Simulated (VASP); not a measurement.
# ZnS (F-43m) in VASP: Born charges and dielectric tensor with LDA

Aim: the Born charges and dielectric tensor of ZnS with LDA.

All numbers are computed with VASP 6.6.1; they aren't measurements. Logs are shortened: lines on timing, memory, paths and dates and some standing lists are left out, and cuts for length are marked.

**Experimental background.**

From “Electronic, vibrational, and thermodynamic properties of ZnS (zincblende and rocksalt structure)”, 2009, arxiv:0911.5022, for a bulk crystal of ZnS at 19 K: band gap 3.85 eV (direct).

From a printed reference work, monograph, for a bulk crystal of ZnS: high-frequency dielectric constant 5.14.

The runs below are set against these values where they give the same quantity.

### 1 The crystal as given

It takes space group F-43m (No. 216, cubic). The conventional cell has a = 5.302 Å, b = 5.302 Å, c = 5.302 Å, α = 90.00°, β = 90.00°, γ = 90.00°. Zn (site symmetry -43m) is surrounded by 4 S at 2.30 Å. Around S (site symmetry -43m) lie 4 Zn at 2.30 Å.

The cell is a database's computed one.

### 2 Born charges and dielectric tensor, LDA

Input file INCAR:

```
ALGO     = Fast           # electronic algorithm
EDIFF    = 1E-8           # SCF threshold, eV
ENCUT    = 350            # plane-wave cutoff, eV
IBRION   = 8              # ionic algorithm
ISIF     = 2              # what is computed and relaxed
ISMEAR   = 0              # smearing method
LASPH    = True           # aspherical terms in the spheres
LCHARG   = False          # write CHGCAR
LEPSILON = True           # dielectric tensor by DFPT
LREAL    = False          # projectors in reciprocal space
LWAVE    = False          # write WAVECAR
NELM     = 60             # most SCF steps
NSW      = 1              # ionic steps
PREC     = Accurate       # precision mode
SIGMA    = 0.02           # smearing width, eV
```

Input file KPOINTS:

```
k-points
0
Gamma
  10 10 10
```

Input file POSCAR:

```
ZnS
1.0
    0.0000000000      2.6509500000      2.6509500000
    2.6509500000      0.0000000000      2.6509500000
    2.6509500000      2.6509500000      0.0000000000
Zn S
1 1
Direct
    0.0000000000      0.0000000000      0.0000000000
    0.7500000000      0.7500000000      0.7500000000
```

Potentials or basis: VASP PAW LDA potentials, release 64 (Zn, S).

On the command line:

```
$ cat potpaw_LDA.64/Zn/POTCAR potpaw_LDA.64/S/POTCAR > POTCAR
$ mpirun -np 1 vasp_std > vasp.out
```

OUTCAR:

```text
EDIFF = 1E-8
   ENCUT = 350
   IBRION = 8
   ISIF = 2
   ISMEAR = 0
   LASPH = True
   LEPSILON = True
   LREAL = False
   NELM = 60
   NSW = 1
   PREC = Accurate

 ion  position               nearest neighbor table
   1  0.000  0.000  0.000-   2 2.30   2 2.30   2 2.30   2 2.30
   2  0.750  0.750  0.750-   1 2.30   1 2.30   1 2.30   1 2.30

  LATTYP: Found a face centered cubic cell.
 ALAT       =     5.3019000000

  Lattice vectors:

 A1 = (   0.0000000000,   2.6509500000,   2.6509500000)
 A2 = (   2.6509500000,   0.0000000000,   2.6509500000)
 A3 = (   2.6509500000,   2.6509500000,   0.0000000000)

Analysis of symmetry for initial positions (statically):
=====================================================================
 Subroutine PRICEL returns:
 Original cell was already a primitive cell.

 Routine SETGRP: Setting up the symmetry group for a
 face centered cubic supercell.

 Subroutine GETGRP returns: Found 24 space group operations
 (whereof 24 operations were pure point group operations)
 out of a pool of 48 trial point group operations.

The static configuration has the point symmetry T_d .

Analysis of symmetry for dynamics (positions and initial velocities):
=====================================================================
 Subroutine PRICEL returns:
 Original cell was already a primitive cell.

 Routine SETGRP: Setting up the symmetry group for a
 face centered cubic supercell.

 Subroutine GETGRP returns: Found 24 space group operations
 (whereof 24 operations were pure point group operations)
 out of a pool of 48 trial point group operations.

The dynamic configuration has the point symmetry T_d .

 Subroutine INISYM returns: Found 24 space group operations
 (whereof 24 operations are pure point group operations),
 and found     1 'primitive' translations

----------------------------------------------------------------------------------------

                                     Primitive cell

  volume of cell :      37.2593

  direct lattice vectors                    reciprocal lattice vectors
     0.000000000  2.650950000  2.650950000    -0.188611630  0.188611630  0.188611630
     2.650950000  0.000000000  2.650950000     0.188611630 -0.188611630  0.188611630
     2.650950000  2.650950000  0.000000000     0.188611630  0.188611630 -0.188611630

  length of vectors
     3.749009443  3.749009443  3.749009443     0.326684926  0.326684926  0.326684926

  position of ions in fractional coordinates (direct lattice)
     0.000000000  0.000000000  0.000000000
     0.750000000  0.750000000  0.750000000

  ion indices of the primitive-cell ions
   primitive index   ion index
                 1           1
                 2           2

----------------------------------------------------------------------------------------

 KPOINTS: k-points

Automatic generation of k-mesh.
 Grid dimensions read from file:
 generate k-points for:   10   10   10

 Generating k-lattice:

  Cartesian coordinates                     Fractional coordinates (reciprocal lattice)
    -0.018861163  0.018861163  0.018861163     0.100000000  0.000000000  0.000000000
     0.018861163 -0.018861163  0.018861163     0.000000000  0.100000000  0.000000000
     0.018861163  0.018861163 -0.018861163     0.000000000  0.000000000  0.100000000

  Length of vectors
     0.032668493  0.032668493  0.032668493

  Shift w.r.t. Gamma in fractional coordinates (k-lattice)
     0.000000000  0.000000000  0.000000000

 Subroutine IBZKPT returns following result:
 ===========================================

 Found     47 irreducible k-points:

 Following reciprocal coordinates:
            Coordinates               Weight
  0.000000  0.000000  0.000000      1.000000
  0.100000  0.000000  0.000000      8.000000
[... 496 lines left out ...]
      0.00000      0.00000      0.00000        -0.000000      0.000000     -0.000000
      3.97642      3.97642      3.97642         0.000000     -0.000000      0.000000
 -----------------------------------------------------------------------------------
    total drift:                                0.000000      0.000000     -0.000001

  FREE ENERGIE OF THE ION-ELECTRON SYSTEM (eV)
  ---------------------------------------------------
  free  energy   TOTEN  =        -8.2069656291 eV

  energy  without entropy=       -8.2069656291  energy(sigma->0) =       -8.20696563

 HEAD OF MICROSCOPIC STATIC DIELECTRIC TENSOR (INDEPENDENT PARTICLE, excluding Hartree and local field effects)
 ------------------------------------------------------
           6.650239     0.000000     0.000000
          -0.000000     6.650239     0.000000
          -0.000000     0.000000     6.650239
 ------------------------------------------------------

 Free energy of the ion-electron system (eV)
  ---------------------------------------------------
  ---------------------------------------------------
  free energy    TOTEN  =        -0.55827633 eV

  energy without entropy =       -0.55827633

------------------------ aborting loop because EDIFF is reached ----------------------------------------

--------------------------------------- Ionic step        2  -------------------------------------------

------------------------ aborting loop because EDIFF is reached ----------------------------------------

--------------------------------------- Ionic step        3  -------------------------------------------

------------------------ aborting loop because EDIFF is reached ----------------------------------------

 PIEZOELECTRIC TENSOR FIELD DIRECTION 3  (e Angst)
 -----------------------------------------------------------------------------
    -0.00088  1.52920  0.00000           ( -0.00000 -0.01604  0.00000)
     1.52920 -0.00088  0.00000           ( -0.01604 -0.00000  0.00000)
     0.00000  0.00000  0.00009           (  0.00000  0.00000 -0.00000)

 PIEZOELECTRIC TENSOR FIELD DIRECTION 3  (C/m^2)
 -----------------------------------------------------------------------------
    -0.00038  0.65757  0.00000
     0.65757 -0.00038  0.00000
     0.00000  0.00000  0.00004

--------------------------------------- Ionic step        4  -------------------------------------------

------------------------ aborting loop because EDIFF is reached ----------------------------------------

[... ionic steps 5 to 6 ...]

--------------------------------------- Ionic step        7  -------------------------------------------

 Free energy of the ion-electron system (eV)
  ---------------------------------------------------
  ---------------------------------------------------
  free energy    TOTEN  =        -0.10356306 eV

  energy without entropy =       -0.10356306

------------------------ aborting loop because EDIFF is reached ----------------------------------------

 INTERNAL STRAIN TENSOR  FOR ION    2  DIRECTION 1   (eV/Angst):
 -----------------------------------------------------------------------------
    -0.01713  0.00000  0.00000
     0.00000  0.01692  6.49135
     0.00000  6.49135  0.01692

 MACROSCOPIC STATIC DIELECTRIC TENSOR (including local field effects in DFT)
 ------------------------------------------------------
           6.154225     0.000000     0.000000
          -0.000000     6.154225    -0.000000
           0.000000    -0.000000     6.154225
 ------------------------------------------------------

 PIEZOELECTRIC TENSOR (including local field effects)  for field in x, y, z        (e  Angst)
          XX          YY          ZZ          XY          YZ          ZX
  --------------------------------------------------------------------------------
  x     0.00000    -0.00000     0.00000     0.00000     1.54078     0.00000
  y    -0.00000    -0.00000    -0.00000     0.00000     0.00000     1.54078
  z    -0.00000     0.00000     0.00000     1.54078     0.00000     0.00000

 PIEZOELECTRIC TENSOR (including local field effects)  for field in x, y, z        (C/m^2)
          XX          YY          ZZ          XY          YZ          ZX
  --------------------------------------------------------------------------------
  x     0.00000    -0.00000     0.00000     0.00000     0.66255     0.00000
  y    -0.00000    -0.00000    -0.00000     0.00000     0.00000     0.66255
  z    -0.00000     0.00000     0.00000     0.66255     0.00000     0.00000

 BORN EFFECTIVE CHARGES (including local field effects) (in |e|, cummulative output)
 ---------------------------------------------------------------------------------
 ion    1
    1     1.91586    -0.00000     0.00000
    2     0.00000     1.91586    -0.00000
    3     0.00000     0.00000     1.91586
 ion    2
    1    -1.91586     0.00000    -0.00000
    2    -0.00000    -1.91586     0.00000
    3    -0.00000    -0.00000    -1.91586

 INTERNAL STRAIN TENSOR FOR ION    2 for displacements in x,y,z  (eV/Angst):
          X           Y           Z          XY          YZ          ZX
  --------------------------------------------------------------------------------
  x    -0.00000     0.00000     0.00000     0.00000     6.49135     0.00000
  y     0.00000    -0.00000     0.00000     0.00000     0.00000     6.49135
  z     0.00000     0.00000    -0.00000     6.49135     0.00000     0.00000

 SECOND DERIVATIVES (NOT SYMMETRIZED)
 ------------------------------------
               1X          1Y          1Z          2X          2Y          2Z
  1X    -6.655510    0.000000    0.000000    6.655510    0.000000    0.000000
  1Y     0.000000   -6.655510    0.000000    0.000000    6.655510    0.000000
  1Z     0.000000    0.000000   -6.655510    0.000000    0.000000    6.655510
  2X     6.660651    0.000000    0.000000   -6.660651    0.000000    0.000000
  2Y     0.000000    6.660651    0.000000    0.000000   -6.660651    0.000000
  2Z     0.000000    0.000000    6.660651    0.000000    0.000000   -6.660651

 Eigenvectors and eigenvalues of the dynamical matrix
 ----------------------------------------------------

   1 f  =    8.697214 THz    54.646205 2PiTHz  290.107821 cm-1    35.968769 meV
             X         Y         Z           dx          dy          dz
      0.000000  0.000000  0.000000     0.573463   -0.000000    0.000000
      3.976425  3.976425  3.976425    -0.819231    0.000000    0.000000
[... 21 lines left out ...]
   6 f/i=    0.001577 THz     0.009911 2PiTHz    0.052615 cm-1     0.006523 meV
             X         Y         Z           dx          dy          dz
      0.000000  0.000000  0.000000     0.676808   -0.461596    0.000000
      3.976425  3.976425  3.976425     0.473767   -0.323118    0.000000

--------------------------------------------------------------------------------------------------------

 MACROSCOPIC STATIC DIELECTRIC TENSOR IONIC CONTRIBUTION
 ------------------------------------------------------
           2.677368     0.000000     0.000000
           0.000000     2.677368    -0.000000
           0.000000    -0.000000     2.677368
 ------------------------------------------------------

 ELASTIC MODULI CONTR FROM IONIC RELAXATION (kBar)
 Direction    XX          YY          ZZ          XY          YZ          ZX
 --------------------------------------------------------------------------------
 XX          -0.0000      0.0000      0.0000     -0.0000      0.0000     -0.0000
 YY           0.0000     -0.0000     -0.0000     -0.0000     -0.0000      0.0000
 ZZ           0.0000     -0.0000     -0.0000      0.0000     -0.0000     -0.0000
 XY          -0.0000     -0.0000      0.0000   -271.6839     -0.0000      0.0000
 YZ           0.0000     -0.0000     -0.0000     -0.0000   -271.6839     -0.0000
 ZX          -0.0000      0.0000     -0.0000      0.0000     -0.0000   -271.6839
 --------------------------------------------------------------------------------

 PIEZOELECTRIC TENSOR IONIC CONTR  for field in x, y, z        (C/m^2)
          XX          YY          ZZ          XY          YZ          ZX
  --------------------------------------------------------------------------------
  x     0.00000    -0.00000    -0.00000    -0.00000    -0.80252    -0.00000
  y    -0.00000     0.00000    -0.00000     0.00000    -0.00000    -0.80252
  z    -0.00000    -0.00000     0.00000    -0.80252    -0.00000     0.00000
```

Run time: 3.6 min. Hardware: 1 thread of Intel Xeon Platinum 8488C (Sapphire Rapids), shared host; peak memory 0.23 GiB.

Results:

```
Band gap on the k mesh                                  : 2.14 eV, direct
Electronic dielectric tensor (diagonal)                 : 6.15
Born charges (mean of the diagonal)                     : Zn +1.92; S -1.92 e
Highest phonon frequency at Γ, LO-TO splitting left out : 290 cm⁻¹
```

Phonon frequencies in cm⁻¹ (negative: imaginary):
```
              q point        frequencies
(0.000, 0.000, 0.000)  0 0 0 290 290 290
```

Electronic dielectric tensor:
```
6.15 0.00 0.00
0.00 6.15 0.00
0.00 0.00 6.15
```

Born effective charge tensors (e):
atom 1, Zn
```
1.92 0.00 0.00
0.00 1.92 0.00
0.00 0.00 1.92
```
atom 2, S
```
-1.92  0.00  0.00
 0.00 -1.92  0.00
 0.00  0.00 -1.92
```

### 3 Against experiment

Step 2. Against the measured gap of ZnS, 3.85 eV (direct; 19 K; quoted in “Electronic, vibrational, and thermodynamic properties of ZnS (zincblende and rocksalt structure)”, 2009, arxiv:0911.5022), the calculated 2.14 eV is off by -1.71 eV. The value is that of LDA, without temperature or zero-point motion. Semilocal functionals fall short of measured gaps as a rule. The cell is a database's relaxed one, not the measured one, which moves gaps too. A measured high-frequency dielectric constant of ZnS is 5.14 (a printed reference work, monograph); the calculated 6.15 misses it by +19.7 %.
